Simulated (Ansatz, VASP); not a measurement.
## Two plane-wave programs on Ir

The input INCAR:

```
SYSTEM = Ir
PREC = Accurate
ENCUT = 520
EDIFF = 1E-6
ISMEAR = 0
SIGMA = 0.15
LREAL = .False.
LASPH = .True.
NELM = 100
ALGO = Fast
ISIF = 2
LWAVE = .False.
LCHARG = .False.
GGA = PS
NBANDS = 16
```

File KPOINTS:

```
regular mesh
0
Gamma
  24 24 12
  0 0 0
```

Contents of POSCAR:

```
Ir
1.0
    2.5209784096      0.0000000000      0.0000000000
   -1.2604892048      2.1832313451      0.0000000000
    0.0000000000      0.0000000000      5.3152050834
Ir
2
Direct
    0.6666666667      0.3333333333      0.7500000000
    0.3333333333      0.6666666667      0.2500000000
```

Input for Ansatz:

```yaml
crystal:
  lattice:
    - [2.5209784096, 0.0, 0.0]
    - [-1.2604892048, 2.1832313451, 0.0]
    - [0.0, 0.0, 5.3152050834]
  atoms:
    - { symbol: Ir, position: [0.6666666667, 0.3333333333, 0.75] }
    - { symbol: Ir, position: [0.3333333333, 0.6666666667, 0.25] }
basis:
  ecutwfc: 420
kpoints:
  mp_grid: { grid: [24, 24, 12] }
hamiltonian:
  xc: pbesol
scf:
  occupations: { method: gaussian, width: 0.15 }
output:
  forces: true
  stress: true
  eigenvalues: true
```

Alike in both runs: task single point; functional PBEsol; k mesh 24 × 24 × 12; occupations gaussian, width 0.15 eV; no spin polarisation.

|  | VASP | Ansatz |
| --- | --- | --- |
| version | VASP 6.6.1 | Ansatz 0.2.0 |
| potentials or method | VASP PAW PBE potentials, release 64 (Ir) | scalar-relativistic, plane waves, PAW |
| plane-wave cutoff (eV) | 520 | 420 |
| valence electrons in the cell | 18 | 34 |

|  | VASP | Ansatz | Ansatz less VASP |
| --- | --- | --- | --- |
| gap on the k mesh at the Fermi level (eV) | none | none | - |
| pressure (GPa) | 20.5 | 19.1 | -1.44 |
| largest component of the traceless stress (GPa) | 61.52 | 60.92 | -0.598 |

A gap of «none» marks a metal or a gap that the smearing closes. The two sets of potentials don't hold the same shells in valence.

Caveats: so large a pressure means that the cell lies far from this level's equilibrium, or that cutoff or potentials fall short (VASP); the potentials were made for another functional, which shifts forces and pressure (VASP). Spin-orbit coupling is left out, which matters for the levels of Ir.
